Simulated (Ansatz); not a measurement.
RbBr (rocksalt), relaxed with r2SCAN in the plane-wave code Ansatz. The symmetry is Fm-3m (No. 225, cubic); a = 6.922 Å in the conventional setting, 41.45 Å³ an atom. Rb is surrounded by 6 Br at 3.46 Å; Br is surrounded by 6 Rb at 3.46 Å.

The axes x, y and z are those of this cell:
```yaml
crystal:
  lattice:
    - [0.00000, 3.46083, 3.46083]
    - [3.46083, 0.00000, 3.46083]
    - [3.46083, 3.46083, 0.00000]
  atoms:
    - { symbol: Rb, position: [0.00000, 0.00000, 0.00000] }
    - { symbol: Br, position: [0.50000, 0.50000, 0.50000] }
```

Unstrained: With PBE the gap is 4.291 eV and direct, at Γ. The r2SCAN gap is direct at Γ: 4.893 eV. The HSE06 gap is direct at Γ: 5.443 eV. Meshes: PBE 6×6×6, r2SCAN 6×6×6, HSE06 4×4×4. Strains are changes of length per length, and xy shears are angles. After each strain the atoms were relaxed again with r2SCAN within the symmetry that the strain leaves, so tilts or polar shifts that break it weren't tested; points keep the names that they have in the unstrained zone. The values are computed, spin-unpolarised, and not measurements.

(1) Estimate what isotropic -2.11 % on every length does to the gap.

(2) One strain changed the r2SCAN stress by xx +0.58, yy +0.58, zz +0.58, xy +0.08, xz +0.08, yz +0.08 GPa (compression positive) and the gap by +0.051 eV (PBE), +0.054 eV (r2SCAN), +0.058 eV (HSE06). Which kind of strain was it, and roughly how large?

(3) Apply xy shear, engineering strain (angle) -5.7 %. How far does the gap move, against the unstrained cell?

## Answers

(1) PBE: the gap goes from 4.291 to 4.455 eV (+0.164 eV). r2SCAN: the gap goes from 4.893 to 5.064 eV (+0.171 eV). HSE06: the gap goes from 5.443 to 5.622 eV (+0.179 eV). The r2SCAN energy rises by 8.4 meV an atom.

(2) Uniaxial -3.72 % along [111], other directions held. The pattern of the stress gives the kind; the size needs the stiffness, so it is an estimate.

(3) PBE: the gap goes from 4.291 to 4.234 eV (-0.057 eV); with r2SCAN the top three valence levels at Γ, degenerate before, become 1+1+1 from the top over 91 meV. r2SCAN: the gap goes from 4.893 to 4.835 eV (-0.058 eV). HSE06: the gap goes from 5.443 to 5.385 eV (-0.058 eV). The r2SCAN energy rises by 1.7 meV an atom.

Spin-orbit coupling is left out.

The meshes of the hybrids are coarse, so their gaps aren't converged to the digits shown.

The splittings at Γ are without spin-orbit coupling, which regroups them where it is of like size or larger.
